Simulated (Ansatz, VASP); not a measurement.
# One calculation of Pt, two programs

```xyz
2
Lattice="0.0000 2.2129 2.2129 2.2129 0.0000 2.2129 2.2129 2.2129 0.0000" Properties=species:S:1:pos:R:3 pbc="T T T"
Pt   -0.5532   -0.5532   -0.5532
Pt    0.5532    0.5532    0.5532
```

Change from the starting cell: volume scaled by 0.45, PAW files, partial_waves polarizable.

Alike in both runs: task single point; functional PBE; k mesh 14 × 14 × 14; occupations fermi-dirac, width 0.05 eV; no spin polarisation.

|  | VASP | Ansatz |
| --- | --- | --- |
| version | VASP 6.6.1 | Ansatz 0.2.0 |
| potentials or method | VASP PAW PBE potentials, release 64 (Pt) | PAW with Ansatz's default frozen-core files, scalar-relativistic |
| plane-wave cutoff (eV) | 520 | 420 |
| valence electrons in the cell | 20 | 36 |

Ansatz gave:

| Item | Value |
| --- | --- |
| pressure (GPa) | 674.4 |

**Question.** What did VASP give for the same quantities?

**Answer.** Pressure (GPa): 582.7.

The functional is the same, so the differences come from potentials, cutoffs and numerics. The two sets of potentials don't hold the same shells in valence.

Caveats: the cell as given lies far from equilibrium; so large a pressure means that the cell lies far from this level's equilibrium, or that cutoff or potentials fall short (VASP). Spin-orbit coupling is left out, which matters for the levels of Pt.
